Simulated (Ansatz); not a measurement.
# Pt: further runs on the relaxed cell

This session takes Pt and sets out to see whether it has a gap, which orbitals make up the states near it and how charge is shared and measure the bulk modulus from energies at several volumes.

Computed with Ansatz 0.2.0 (DFT PBEsol, scalar-relativistic, plane waves, PAW, unless a step's input says otherwise).

1 further run of the same task is left out (set aside as unsound or not needed).

**1. The structure to begin with**

Symmetry: Fm-3m, No. 225, cubic system. The conventional cell has a = 3.918 Å, b = 3.918 Å, c = 3.918 Å, α = 90.00°, β = 90.00°, γ = 90.00°. Pt (site symmetry m-3m) has 12 Pt at 2.77 Å as nearest neighbours.

Coordinates:

```xyz
1
Lattice="0.0000 1.9590 1.9590 1.9590 0.0000 1.9590 1.9590 1.9590 0.0000" Properties=species:S:1:pos:R:3 pbc="T T T"
Pt    0.0000    0.0000    0.0000
```

This cell was relaxed beforehand with the same method: volume 15.04 Å³/atom, gap on the mesh none (metal).

**2. Electronic structure at the relaxed geometry**

Input file input.yaml:

```yaml
crystal:
  lattice:
    - [0.0, 1.9590400272, 1.9590400272]
    - [1.9590400272, 0.0, 1.9590400272]
    - [1.9590400272, 1.9590400272, 0.0]
  atoms:
    - { symbol: Pt, position: [0.0, 0.0, 0.0] }
basis:
  ecutwfc: 420
kpoints:
  mp_grid: { grid: [18, 18, 18] }
  band_path:
    path:
      - [[0.0, 0.0, 0.0], [0.5, 0.0, 0.5], [0.625, 0.25, 0.625]]
      - [[0.375, 0.375, 0.75], [0.0, 0.0, 0.0], [0.5, 0.5, 0.5], [0.5, 0.25, 0.75], [0.5, 0.0, 0.5]]
    npoints: 14
hamiltonian:
  xc: pbesol
scf:
  occupations: { method: gaussian, width: 0.1 }
  n_extra_bands: 6
output:
  forces: true
  stress: true
  eigenvalues: true
  populations: true
  dos: { projected: true, de: 0.02, nscf_kmesh: { grid: [27, 27, 27] } }
  bader: true
  write_density: true
  write_potential: true
  elf: true
  volumetric_format: npy
```

Launch:

```console
$ ansatz run input.yaml --threads 1 --pin off --max-ram 2560MiB --backend cpu --events-out ev --progress --plain --runs-dir out
```

What it wrote, cut to the lines that bear on the results:

```text
Warning: RAYON_NUM_THREADS=1 ignored (pool sized by the plan → 1); use --threads N
scf.n_extra_bands = 6 over 9 filled bands (N_el = 18.0): the run solves 15 bands
[...]
Pseudopotentials: kind: paw
Pseudopotential: Pt, paw, valence charge 18, recommended cutoff 420 eV (normal), Pt.paw.azcp
Functional definition: PBEsol
[...]
Crystal: 1 atoms, lattice volume = 15.037 Å³
Basis set: ecut = 420 eV, 283 PW (Γ), exchange–correlation on 40×40×40 points (8 copies of the dense FFT grid, shifted against one another)
Bands: 15, of which v1, the nominal top of the filled ones, is band 9 counted from 1 (8 counted from 0)
Symmetry: 48 space group operations
Space group: Fm-3m (ITA 225), of the structure as read, at distance tolerance 2.5e-5 Å
k-points: 195 of 5832
[...]
SCF iter   1: F=—  HF=-12383.823529 eV  |F-HF|=—  |Δ(HF+E_count)|=         —  Δρ=6.65e-3  dr2=5.15e-3  ethr=1.77e-3  ⟨swp⟩=5.0  Hψ=15597  notcnv=0  defer=16
[...]
SCF iter   6: F=-12383.821529 eV  HF=-12383.821529 eV  |F-HF|=6.82e-10  |Δ(HF+E_count)|=   1.24e-8  Δρ=2.65e-6  dr2=1.03e-9  ethr=3.01e-10  ⟨swp⟩=7.6  Hψ=15794  notcnv=0
[...]
NSCF: frozen V_eff on 86 k-points
NSCF: frozen V_eff on 560 k-points
SCF converged after 6 iterations
Free energy (F): -12383.821529 eV
[...]
E sigma→0 (E₀):  -12383.816228 eV
Entropy (-TS):   -0.010602 eV (-10.602 meV/atom)
Fermi energy:    23.321745 eV
[...]
--- Forces (eV/Å), atoms counted from 1 ---
  atom   1  Pt    -0.00000000    -0.00000000     0.00000000
[...]
--- Stress (GPa, compression-positive) ---
       -0.007915      -0.000000      -0.000000
        0.000000      -0.007915       0.000000
        0.000000      -0.000000      -0.007915
  P = ⅓ Tr σ = -0.0079 GPa (-0.079 kbar)
--- Band table (eV; the first three rows and the last of 195) ---
  k-point 0: bands = ["-75.2539", "-29.2003", "-29.2003", "-29.2003", "12.9813", "19.4822", "19.4822", "19.4822", "21.6755", "21.6755", "37.8736", "42.8226", "42.8226", "42.8226", "48.0949"]
[...]
--- Löwdin populations: 1 site ---
  site symbol       q [e]
     0     Pt     17.8455
  spilling = 0.008586 (of n_electrons = 18.000000)
--- Bader charges: 1 site ---
  site symbol  charge [e]  shift [e]
     0     Pt      0.0000     0.0000
  estimated error of the sums over rays = 5.3e-7 e
```

Run time: 31 s. Hardware: 1 thread of Intel Xeon at 2.50GHz (Skylake/Cascade Lake), shared host; peak memory 0.35 GiB.

Site by site:

| atom | Löwdin electrons | Bader charge (e) | Bader volume (Å³) |
| --- | --- | --- | --- |
| Pt1 | 17.85 | +0.00 | 15.0 |

The Löwdin counts miss 0.15 of the 18 electrons, which the atomic orbitals do not span, so they are no charges.

From bands.tsv, the levels nearest the Fermi level at the path's corners, in eV from the Fermi level:

```tsv
point	band 6	band 7	band 8	band 9	band 10	band 11
Γ	-3.84	-3.84	-3.84	-1.65	-1.65	14.55
X	-6.70	0.01	0.49	0.49	1.69	8.87
U	-5.54	-2.91	-1.33	-0.18	5.69	6.70
K	-5.54	-2.91	-1.33	-0.18	5.69	6.70
Γ	-3.84	-3.84	-3.84	-1.65	-1.65	14.55
L	-3.90	-3.90	-0.57	0.04	0.04	5.83
W	-4.62	-4.62	-2.03	0.50	7.09	8.24
X	-6.70	0.01	0.49	0.49	1.69	8.87
```

States per cell in windows of 1 eV, from dos.tsv and pdos.tsv (zero at the Fermi level):

```
from  to  total  Pt 6s  Pt 5d
  -8  -7   0.37   0.20   0.16
  -7  -6   1.20   0.23   0.96
  -6  -5   1.13   0.05   1.06
  -5  -4   1.41   0.06   1.33
  -4  -3   1.82   0.09   1.69
  -3  -2   1.24   0.05   1.15
  -2  -1   1.23   0.04   1.16
  -1   0   1.40   0.04   1.35
   0   1   0.75   0.06   0.67
   1   2   0.28   0.09   0.14
   2   3   0.28   0.11   0.09
   3   4   0.26   0.11   0.05
   4   5   0.23   0.10   0.03
   5   6   0.29   0.18   0.03
```

Below -8 eV lie 8 or so more states.

The maps below are laid out on this run's own conventional cell (a, b, c = 3.918, 3.918, 3.918 Å).

Density in a lattice plane of the grid's cell (edges 3.92 and 3.92 Å, at 0.000 of the third edge), which holds Pt.

Ten even steps from ' ' (0.14 e/Å³) to '@' (11.97 e/Å³):
```
@@%%##++--..                          ..--++##%%
##**++--::..                          ..::--++**
====--::..                              ..::--==
......                                      ....
                                                
                    ..........                  
                ..::--======--::..              
              ..::--++**##**++--::..            
              ..--++##%%@@%%##++--..            
              ..--**%%@@@@@@%%**--..            
              ..--++##%%@@%%##++--..            
              ..::--++**##**++--::..            
                ..::--======--::..              
                    ..........                  
                                                
......                                      ....
====--::..                              ..::--==
##**++--::..                          ..::--++**
@@%%##++--..                          ..--++##%%
@@@@%%**--..                          ..--**%%@@
```
Columns run along the first of these edges and rows up along the second, over one cell in 24 and 20 even steps from the bottom left corner. Atoms in the plane (fractional): Pt at (0.00, 0.00), Pt at (0.50, 0.50).

ELF in the same plane.

Ten even steps from ' ' (0.12) to '@' (0.68):
```
@@@@@@@@%%**--::....          ....::--**%%@@@@@@
@@@@@@%%**==--::....          ....::--==**%%@@@@
@@@@%%**++--::::::..............::::::--++**%%@@
##**++==--::::::::::::::::::::::::::::::--==++**
====--::::::::::::::--======--::::::::::::::--==
::::::::::::::::--==++**##**++==--::::::::::::::
........::::::--++**%%@@@@@@%%**++--::::::......
      ....::--==**%%@@@@@@@@@@%%**==--::....    
      ....::--**%%@@@@@@@@@@@@@@%%**--::....    
      ....::==**%%@@@@@@@@@@@@@@%%**==::....    
      ....::--**%%@@@@@@@@@@@@@@%%**--::....    
      ....::--==**%%@@@@@@@@@@%%**==--::....    
........::::::--++**%%@@@@@@%%**++--::::::......
::::::::::::::::--==++**##**++==--::::::::::::::
====--::::::::::::::--======--::::::::::::::--==
##**++==--::::::::::::::::::::::::::::::--==++**
@@@@%%**++--::::::..............::::::--++**%%@@
@@@@@@%%**==--::....          ....::--==**%%@@@@
@@@@@@@@%%**--::....          ....::--**%%@@@@@@
@@@@@@@@%%**==::....          ....::==**%%@@@@@@
```
Columns run along the first of these edges and rows up along the second, over one cell in 24 and 20 even steps from the bottom left corner. Atoms in the plane (fractional): Pt at (0.00, 0.00), Pt at (0.50, 0.50).

Both are smooth fields of the valence electrons: close to the nuclei they are not physical.

**3. The cell scaled to 0.97 of its volume**

Input file input.yaml:

```yaml
crystal:
  lattice:
    - [0.0, 1.9392503911, 1.9392503911]
    - [1.9392503911, 0.0, 1.9392503911]
    - [1.9392503911, 1.9392503911, 0.0]
  atoms:
    - { symbol: Pt, position: [0.0, 0.0, 0.0] }
basis:
  ecutwfc: 420
kpoints:
  mp_grid: { grid: [18, 18, 18] }
hamiltonian:
  xc: pbesol
scf:
  occupations: { method: gaussian, width: 0.1 }
output:
  forces: true
  stress: true
  eigenvalues: true
```

Launch:

```console
$ ansatz run input.yaml --threads 1 --pin off --max-ram 2560MiB --backend cpu --events-out ev --progress --plain --runs-dir out
```

What it wrote, cut to the lines that bear on the results:

```text
Warning: RAYON_NUM_THREADS=1 ignored (pool sized by the plan → 1); use --threads N
[...]
[... 3 set-up lines as earlier in the session ...]
[...]
Crystal: 1 atoms, lattice volume = 14.586 Å³
Basis set: ecut = 420 eV, 283 PW (Γ), exchange–correlation on 40×40×40 points (8 copies of the dense FFT grid, shifted against one another)
Bands: 13, of which v1, the nominal top of the filled ones, is band 9 counted from 1 (8 counted from 0)
[... 1 set-up line as earlier in the session ...]
Space group: Fm-3m (ITA 225), of the structure as read, at distance tolerance 2.4e-5 Å
k-points: 195 of 5832
[...]
SCF iter   1: F=—  HF=-12383.810402 eV  |F-HF|=—  |Δ(HF+E_count)|=         —  Δρ=6.78e-3  dr2=5.25e-3  ethr=1.77e-3  ⟨swp⟩=5.0  Hψ=14113  notcnv=0
[...]
SCF iter   6: F=-12383.808609 eV  HF=-12383.808609 eV  |F-HF|=1.64e-11  |Δ(HF+E_count)|=   1.67e-9  Δρ=7.84e-7  dr2=4.80e-11  ethr=5.16e-11  ⟨swp⟩=2.1  Hψ=7768  notcnv=0
[...]
SCF converged after 6 iterations
Free energy (F): -12383.808609 eV
[...]
E sigma→0 (E₀):  -12383.803576 eV
Entropy (-TS):   -0.010067 eV (-10.067 meV/atom)
Fermi energy:    24.287818 eV
[...]
--- Forces (eV/Å), atoms counted from 1 ---
  atom   1  Pt    -0.00000000    -0.00000000     0.00000000
[...]
--- Stress (GPa, compression-positive) ---
        9.488305      -0.000000       0.000000
       -0.000000       9.488305       0.000000
        0.000000       0.000000       9.488305
  P = ⅓ Tr σ = 9.4883 GPa (94.883 kbar)
--- Band table (eV; the first three rows and the last of 195) ---
  k-point 0: bands = ["-74.4035", "-28.3305", "-28.3305", "-28.3305", "13.5994", "20.2529", "20.2529", "20.2529", "22.5578", "22.5578", "38.7501", "43.8688", "43.8688"]
[...]
```

Run time: 7.1 s. Hardware: 1 thread of Intel Xeon at 2.50GHz (Skylake/Cascade Lake), shared host; peak memory 0.32 GiB.

**4. Volume × 1.03**

input.yaml: that of step 3 with these lines changed.

```diff
@@ -2,5 +2,5 @@
   lattice:
-    - [0.0, 1.9392503911, 1.9392503911]
-    - [1.9392503911, 0.0, 1.9392503911]
-    - [1.9392503911, 1.9392503911, 0.0]
+    - [0.0, 1.9784377247, 1.9784377247]
+    - [1.9784377247, 0.0, 1.9784377247]
+    - [1.9784377247, 1.9784377247, 0.0]
   atoms:
```

Launch:

```console
$ ansatz run input.yaml --threads 1 --pin off --max-ram 2560MiB --backend cpu --events-out ev --progress --plain --runs-dir out
```

What it wrote, cut to the lines that bear on the results:

```text
Warning: RAYON_NUM_THREADS=1 ignored (pool sized by the plan → 1); use --threads N
[...]
[... 3 set-up lines as earlier in the session ...]
[...]
Crystal: 1 atoms, lattice volume = 15.488 Å³
Basis set: ecut = 420 eV, 307 PW (Γ), exchange–correlation on 40×40×40 points (8 copies of the dense FFT grid, shifted against one another)
Bands: 13, of which v1, the nominal top of the filled ones, is band 9 counted from 1 (8 counted from 0)
[... 2 set-up lines as earlier in the session ...]
k-points: 195 of 5832
[...]
SCF iter   1: F=—  HF=-12383.812099 eV  |F-HF|=—  |Δ(HF+E_count)|=         —  Δρ=6.98e-3  dr2=6.05e-3  ethr=1.77e-3  ⟨swp⟩=5.0  Hψ=14052  notcnv=0
[...]
SCF iter   6: F=-12383.810113 eV  HF=-12383.810113 eV  |F-HF|=5.46e-12  |Δ(HF+E_count)|=   1.14e-9  Δρ=5.00e-7  dr2=6.80e-12  ethr=3.47e-11  ⟨swp⟩=2.0  Hψ=7615  notcnv=0
[...]
SCF converged after 6 iterations
Free energy (F): -12383.810113 eV
[...]
E sigma→0 (E₀):  -12383.804553 eV
Entropy (-TS):   -0.011120 eV (-11.120 meV/atom)
Fermi energy:    22.412894 eV
[...]
--- Forces (eV/Å), atoms counted from 1 ---
  atom   1  Pt    -0.00000000    -0.00000000    -0.00000000
[...]
--- Stress (GPa, compression-positive) ---
       -7.850284      -0.000000       0.000000
       -0.000000      -7.850284      -0.000000
        0.000000       0.000000      -7.850284
  P = ⅓ Tr σ = -7.8503 GPa (-78.503 kbar)
--- Band table (eV; the first three rows and the last of 195) ---
  k-point 0: bands = ["-76.0545", "-30.0181", "-30.0181", "-30.0181", "12.4017", "18.7544", "18.7544", "18.7544", "20.8442", "20.8442", "37.0407", "41.8265", "41.8265"]
[...]
```

It took 10 s on 1 thread of Intel Xeon at 2.50GHz (Skylake/Cascade Lake), shared host; peak memory 0.32 GiB.

**5. Volume × 0.94**

input.yaml: that of step 4 with these lines changed.

```diff
@@ -2,5 +2,5 @@
   lattice:
-    - [0.0, 1.9784377247, 1.9784377247]
-    - [1.9784377247, 0.0, 1.9784377247]
-    - [1.9784377247, 1.9784377247, 0.0]
+    - [0.0, 1.9190483971, 1.9190483971]
+    - [1.9190483971, 0.0, 1.9190483971]
+    - [1.9190483971, 1.9190483971, 0.0]
   atoms:
```

Launch:

```console
$ ansatz run input.yaml --threads 1 --pin off --max-ram 2560MiB --backend cpu --events-out ev --progress --plain --runs-dir out
```

What it wrote, cut to the lines that bear on the results:

```text
Warning: RAYON_NUM_THREADS=1 ignored (pool sized by the plan → 1); use --threads N
[...]
[... 3 set-up lines as earlier in the session ...]
[...]
Crystal: 1 atoms, lattice volume = 14.135 Å³
Basis set: ecut = 420 eV, 283 PW (Γ), exchange–correlation on 40×40×40 points (8 copies of the dense FFT grid, shifted against one another)
Bands: 13, of which v1, the nominal top of the filled ones, is band 9 counted from 1 (8 counted from 0)
[... 2 set-up lines as earlier in the session ...]
k-points: 195 of 5832
[...]
SCF iter   1: F=—  HF=-12383.767956 eV  |F-HF|=—  |Δ(HF+E_count)|=         —  Δρ=6.70e-3  dr2=4.84e-3  ethr=1.77e-3  ⟨swp⟩=5.0  Hψ=14127  notcnv=0
[...]
SCF iter   6: F=-12383.766235 eV  HF=-12383.766235 eV  |F-HF|=3.64e-12  |Δ(HF+E_count)|=   1.77e-9  Δρ=6.39e-7  dr2=2.61e-11  ethr=5.03e-11  ⟨swp⟩=2.1  Hψ=7756  notcnv=0
[...]
SCF converged after 6 iterations
Free energy (F): -12383.766235 eV
[...]
E sigma→0 (E₀):  -12383.761476 eV
Entropy (-TS):   -0.009518 eV (-9.518 meV/atom)
Fermi energy:    25.316581 eV
[...]
--- Forces (eV/Å), atoms counted from 1 ---
  atom   1  Pt     0.00000000     0.00000000    -0.00000000
[...]
--- Stress (GPa, compression-positive) ---
       20.969836      -0.000000      -0.000000
        0.000000      20.969836       0.000000
       -0.000000       0.000000      20.969836
  P = ⅓ Tr σ = 20.9698 GPa (209.698 kbar)
--- Band table (eV; the first three rows and the last of 195) ---
  k-point 0: bands = ["-73.4987", "-27.4038", "-27.4038", "-27.4038", "14.2601", "21.0704", "21.0704", "21.0704", "23.4959", "23.4959", "39.6740", "44.9697", "44.9697"]
[...]
```

Wall time 11 s (1 thread of Intel Xeon at 2.50GHz (Skylake/Cascade Lake), shared host); peak memory 0.32 GiB.

**6. Volume × 1.06**

input.yaml: that of step 5 with these lines changed.

```diff
@@ -2,5 +2,5 @@
   lattice:
-    - [0.0, 1.9190483971, 1.9190483971]
-    - [1.9190483971, 0.0, 1.9190483971]
-    - [1.9190483971, 1.9190483971, 0.0]
+    - [0.0, 1.9974623314, 1.9974623314]
+    - [1.9974623314, 0.0, 1.9974623314]
+    - [1.9974623314, 1.9974623314, 0.0]
   atoms:
```

Launch:

```console
$ ansatz run input.yaml --threads 1 --pin off --max-ram 2560MiB --backend cpu --events-out ev --progress --plain --runs-dir out
```

What it wrote, cut to the lines that bear on the results:

```text
Warning: RAYON_NUM_THREADS=1 ignored (pool sized by the plan → 1); use --threads N
[...]
[... 3 set-up lines as earlier in the session ...]
[...]
Crystal: 1 atoms, lattice volume = 15.939 Å³
Basis set: ecut = 420 eV, 331 PW (Γ), exchange–correlation on 40×40×40 points (8 copies of the dense FFT grid, shifted against one another)
Bands: 13, of which v1, the nominal top of the filled ones, is band 9 counted from 1 (8 counted from 0)
[... 2 set-up lines as earlier in the session ...]
k-points: 195 of 5832
[...]
SCF iter   1: F=—  HF=-12383.780697 eV  |F-HF|=—  |Δ(HF+E_count)|=         —  Δρ=7.18e-3  dr2=6.68e-3  ethr=1.77e-3  ⟨swp⟩=5.0  Hψ=13901  notcnv=0
[...]
SCF iter   6: F=-12383.778619 eV  HF=-12383.778619 eV  |F-HF|=1.82e-12  |Δ(HF+E_count)|=  3.95e-10  Δρ=4.24e-7  dr2=5.56e-12  ethr=1.93e-11  ⟨swp⟩=2.0  Hψ=7516  notcnv=0
[...]
SCF converged after 6 iterations
Free energy (F): -12383.778619 eV
[...]
E sigma→0 (E₀):  -12383.772808 eV
Entropy (-TS):   -0.011622 eV (-11.622 meV/atom)
Fermi energy:    21.556564 eV
[...]
--- Forces (eV/Å), atoms counted from 1 ---
  atom   1  Pt    -0.00000000     0.00000000     0.00000000
[...]
--- Stress (GPa, compression-positive) ---
      -14.310325      -0.000000       0.000000
        0.000000     -14.310325       0.000000
        0.000000      -0.000000     -14.310325
  P = ⅓ Tr σ = -14.3103 GPa (-143.103 kbar)
--- Band table (eV; the first three rows and the last of 195) ---
  k-point 0: bands = ["-76.8093", "-30.7881", "-30.7881", "-30.7881", "11.8572", "18.0662", "18.0662", "18.0662", "20.0598", "20.0598", "36.2484", "40.8767", "40.8767"]
[...]
```

Wall time 7 s (1 thread of Intel Xeon at 2.50GHz (Skylake/Cascade Lake), shared host); peak memory 0.33 GiB.

**7. Energy against volume**

| volume (Å³/atom) | energy above the lowest point (meV/atom) | pressure (GPa) | gap on the mesh (eV) |
| --- | --- | --- | --- |
| 14.135 | 54.8 | 20.97 | 0.00 |
| 14.586 | 12.7 | 9.49 | 0.00 |
| 15.037 | 0.0 | -0.01 | 0.00 |
| 15.488 | 11.7 | -7.85 | 0.00 |
| 15.939 | 43.4 | -14.31 | 0.00 |

**8. Results**

| quantity | value |
| --- | --- |
| gap | none (metal) |
| states at the Fermi level | 2.09 per eV per cell |
| Bader charges | Pt +0.00 e |
| equilibrium volume of the fit | 15.03 Å³/atom |
| bulk modulus | 288 GPa |
| its pressure derivative | 5.4 |

**Reading.** Bands cross the Fermi level: a metal at this level of theory. Of the projected weight within 0.25 eV of the Fermi level, the largest part is Pt 5d (98 %). The fit puts the minimum at 15.03 Å³/atom with B = 288 GPa and B' = 5.4. These runs have no spin-orbit coupling; with Pt it would split and shift bands.
